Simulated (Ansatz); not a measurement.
# From formation energies to a reaction energy: Al2P3

Theory: Ansatz, DFT PBE, scalar-relativistic, plane waves, PAW. All cells share a 420 eV cutoff and Γ-centred k meshes spaced at most about 0.3 Å⁻¹ (about 0.25 or finer for metals, 2π included). No spin polarisation.

Energies over the elements count from the elements' standard structures at the same level, with no fitted energy shifts. The references include black phosphorus.

Temperature and zero-point effects are left out. In Al2P3 P-3m1 an odd number of electrons in the primitive cell allows no gap without spin; a larger cell or a magnetic state could open one. The reference form of P is held partly by dispersion forces, which this level lacks.

A trial structure of Al2P3 (reached from: Mg3Sb2 type (P-3m1); relaxed: space group P-3m1 (No. 164), a = 3.463 Å, c = 7.842 Å) has a formation energy of -0.053 eV/atom. At its composition the lowest mixture among the elements and 1 reference phase computed alike (others may be missing) consists of these:

| phase | source | ΔE_f (eV/atom) |
| --- | --- | --- |
| P (solid) | element | -0.001 |
| AlP (F-43m) | Materials Project | -0.633 |

The lowest database cell of P (-0.001) lies slightly below the reference, hence the non-zero entry.

Question: Write the balanced decomposition and find its energy per atom, per formula unit and per mole of formula units.

Answer: Balancing Al and P gives Al2P3 → P + 2 AlP. The left side holds 5 atoms, and the products take 1/5 (P) and 4/5 (AlP) of them. The mixture therefore lies at 1/5 × (-0.001) + 4/5 × (-0.633) = -0.507 eV/atom. The reaction energy is -0.507 − (-0.053) = -0.454 eV/atom. Times 5 atoms that is -2.270 eV per Al2P3, and times 96.485 it is -219 kJ per mole of Al2P3. Decomposition is downhill, so the trial structure is unstable against this mixture.
